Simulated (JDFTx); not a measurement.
# ZnS under changes of volume

One of the cells (19.727 Å³/atom); the others are scaled copies at fixed shape and fractional positions:

```
Zn S
1.0
     0.00000    2.70200    2.70200
     2.70200    0.00000    2.70200
     2.70200    2.70200    0.00000
Zn S
1 1
Direct
  0.75000 0.75000 0.75000
  0.00000 0.00000 0.00000
```

| Quantity | Value |
| --- | --- |
| Program | JDFTx 1.7.0 (patched build) |
| Functional | PBEsol |
| Potentials or basis | PseudoDojo-SR-PBEsol-0.4.1-standard with smoothed tails |
| Cutoff | 1143 eV |
| Density cutoff | 9143 eV |
| k mesh | 9 × 9 × 9 |
| Occupations | fermi-dirac, width 0.05 eV |
| Spin | no spin polarisation |

| volume (Å³/atom) | energy over the lowest point (meV/atom) | pressure (GPa) | gap on the mesh (eV) |
| --- | --- | --- | --- |
| 18.543 | 5.58 | 2.9 | 2.24 |
| 18.938 | ? | ? | ? |
| 19.332 | 0.00 | -0.6 | 2.06 |
| 19.727 | 3.20 | -2.0 | 1.98 |
| 20.121 | 9.84 | -3.3 | 1.89 |
| 20.516 | 19.55 | -4.5 | 1.81 |
| 20.910 | 32.01 | -5.6 | 1.73 |

Task: What does the run at 18.938 Å³/atom give?

Result: Energy over the lowest point 0.64 meV/atom; pressure 1.1 GPa; gap on the mesh 2.15 eV.

Worked out: A Birch-Murnaghan fit of order 3 (a polynomial in V^(-2/3)) to the other rows has its minimum at 19.20 Å³/atom with B0 = V·E''(V) = 79 GPa and B' = 4.4. It gives 0.64 meV/atom at 18.938 Å³/atom, against the run's 0.64, and -dE/dV = 1.1 GPa, against 1.1. A straight line through the other rows of the gap, of slope -4.25 eV per unit of ln V (its deformation potential), gives 2.15 eV, against the run's 2.15.

Energies are extrapolated to zero smearing.
